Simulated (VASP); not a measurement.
# NaCl in VASP 6.6.1, relaxation

INCAR

```
PREC = Accurate
ISIF = 3
LASPH = .TRUE.
EDIFF = 1E-7
LCHARG = .FALSE.
NELM = 3
IBRION = 2
SIGMA = 0.02
NBANDS = 14
ENCUT = 600
ISMEAR = -1
EDIFFG = -5E-3
NSW = 30
GGA = CA
LREAL = .FALSE.
LWAVE = .FALSE.
```

KPOINTS

```
KPOINTS created by Atomic Simulation Environment
0
Gamma
8 8 8
0 0 0
```

POSCAR

```
Na Cl
 1.0000000000000000
     0.0000000000000000    2.8475812657361486    2.8475812657361486
     2.8475812657361486    0.0000000000000000    2.8475812657361486
     2.8475812657361486    2.8475812657361486   -0.0000000000000000
 Na  Cl
   1   1
Cartesian
 -0.0000000000000000  0.0000000000000000 -0.0000000000000000
  2.8475812657361486  2.8475812657361486  2.8475812657361486
```

The recommended LDA PAW datasets give the neutral cell 14 valence electrons.

Command

```
mpirun -np 1 vasp_std
```

Problem. Predict the outcome of this run.

Solution. It didn't converge.

OSZICAR

```
N       E                     dE             d eps       ncg     rms          rms(c)
DAV:   1     0.102153263650E+03    0.10215E+03   -0.73991E+03   812   0.107E+03
DAV:   2     0.101389560573E+01   -0.10114E+03   -0.92652E+02   880   0.270E+02
DAV:   3    -0.739798824264E+01   -0.84119E+01   -0.83512E+01  1034   0.720E+01
   1 F= -.73979882E+01 E0= -.73979882E+01  d E =-.739799E+01
       N       E                     dE             d eps       ncg     rms          rms(c)
DAV:   1    -0.104743730163E+02   -0.11488E+02   -0.66960E+01  1034   0.110E+02    0.105E+01
DAV:   2    -0.759133677171E+01    0.28830E+01   -0.55345E+00   938   0.188E+01    0.422E+00
DAV:   3    -0.715175804998E+01    0.43958E+00   -0.82901E-01  1016   0.768E+00
   2 F= -.71517580E+01 E0= -.71517580E+01  d E =0.246230E+00
       N       E                     dE             d eps       ncg     rms          rms(c)
...
       N       E                     dE             d eps       ncg     rms          rms(c)
DAV:   1    -0.739561308004E+01   -0.68014E-02   -0.12047E-01   992   0.438E+00    0.497E-01
DAV:   2    -0.739042917749E+01    0.51839E-02   -0.75877E-03   932   0.748E-01    0.198E-01
DAV:   3    -0.738950716383E+01    0.92201E-03   -0.16921E-03  1016   0.387E-01
  29 F= -.73895072E+01 E0= -.73895072E+01  d E =-.217071E-02
       N       E                     dE             d eps       ncg     rms          rms(c)
DAV:   1    -0.738942476811E+01    0.10044E-02   -0.50658E-03  1004   0.962E-01    0.968E-02
DAV:   2    -0.738923694319E+01    0.18782E-03   -0.28958E-04   956   0.178E-01    0.382E-02
DAV:   3    -0.738920431480E+01    0.32628E-04   -0.69352E-05  1022   0.868E-02
  30 F= -.73892043E+01 E0= -.73892043E+01  d E =-.186786E-02
```

Standard output (part)

```
...
|     convergence or switching to a different ALGO or adjusting the           |
|     density mixing parameters otherwise.                                    |
 curvature:   0.00 expect dE= 0.000E+00 dE for cont linesearch  0.000E+00
 search vector abs. value=  0.514E+00
 bond charge predicted
|     The electronic self-consistency was not achieved in the given           |
|     number of steps (NELM). The forces and other quantities evaluated       |
|     might not be reliable so examine the results carefully. If you find     |
|     spurious results, we suggest increasing NELM, if you were close to      |
|     convergence or switching to a different ALGO or adjusting the           |
|     density mixing parameters otherwise.                                    |
 trial-energy change:    0.246230  1 .order    0.070871   -0.514229    0.655971
 bond charge predicted
|     The electronic self-consistency was not achieved in the given           |
|     number of steps (NELM). The forces and other quantities evaluated       |
|     might not be reliable so examine the results carefully. If you find     |
|     spurious results, we suggest increasing NELM, if you were close to      |
|     convergence or switching to a different ALGO or adjusting the           |
|     density mixing parameters otherwise.                                    |
 curvature:  -0.22 expect dE=-0.236E-02 dE for cont linesearch -0.236E-02
 ZBRENT: interpolating
 opt :   0.3840  next Energy=    -7.266495 (dE= 0.131E+00)
 bond charge predicted
|     The electronic self-consistency was not achieved in the given           |
|     number of steps (NELM). The forces and other quantities evaluated       |
|     might not be reliable so examine the results carefully. If you find     |
|     spurious results, we suggest increasing NELM, if you were close to      |
|     convergence or switching to a different ALGO or adjusting the           |
|     density mixing paramet
```

```csv
ionic step,ΔE (meV/atom),volume (Å³),largest force (eV/Å),pressure (GPa),electronic steps
1,0.0,46.18,0.000,9.25,3
2,123.1,55.67,0.000,-9.79,3
3,66.8,50.21,0.000,-1.23,3
4,70.1,49.69,0.000,-3.38,3
5,48.1,47.91,0.000,-2.19,3
6,39.9,47.04,0.000,-2.50,3
7,35.9,46.61,0.000,-2.72,3
24,8.0,42.72,0.000,-0.78,3
25,4.8,41.82,0.000,0.35,3
26,5.9,42.09,0.000,-1.22,3
27,5.3,41.87,0.000,-0.52,3
28,4.8,41.64,0.000,-0.31,3
29,4.2,41.29,0.000,0.08,3
30,4.4,41.36,0.000,-0.50,3
```

The fault: too few electronic steps.
